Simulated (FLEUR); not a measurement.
**CdSe (Cadmoselite) under changes of volume**

One of the cells (28.102 Å³/atom); the others are scaled copies at fixed shape and fractional positions:

```
Cd Se
1.0
     4.30000    0.00000    0.00000
    -2.15000    3.72391    0.00000
     0.00000    0.00000    7.02000
Cd Se
2 2
Direct
  0.66667 0.33333 0.50000
  0.33333 0.66667 0.00000
  0.66667 0.33333 0.88500
  0.33333 0.66667 0.38500
```

```yaml
Program: FLEUR MaX-R8.1 (patched build s14)
Functional: LDA (Perdew-Zunger)
Potentials_or_basis: all-electron
Basis: FLAPW
Kmax: 4.07 1/bohr
k_mesh: 7 × 7 × 4
Occupations: fermi-dirac, width 0.05 eV
Spin: no spin polarisation
```

| volume (Å³/atom) | energy over the lowest point (meV/atom) | gap on the mesh (eV) |
| --- | --- | --- |
| 26.416 | 3.64 | 0.55 |
| 26.978 | 0.00 | 0.51 |
| 28.102 | 5.12 | 0.43 |
| 29.227 | ? | ? |
| 29.789 | 37.89 | 0.31 |

Task: What does the run at 29.227 Å³/atom give?

Result: Energy over the lowest point 24.27 meV/atom; gap on the mesh 0.35 eV.

Worked out: A Birch-Murnaghan fit of order 2 (a polynomial in V^(-2/3)) to the other rows has its minimum at 27.17 Å³/atom with B0 = V·E''(V) = 56 GPa at fixed shape and positions, which overstates the stiffness. It gives 24.06 meV/atom at 29.227 Å³/atom, against the run's 24.27. A straight line through the other rows of the gap, of slope -2 eV per unit of ln V (its deformation potential), gives 0.35 eV, against the run's 0.35.

Energies are extrapolated to zero smearing.

Caveats: the plane-wave cutoff is short for the semicore states, which can make moduli rough.

Spin-orbit coupling on Cd, Se is left out.
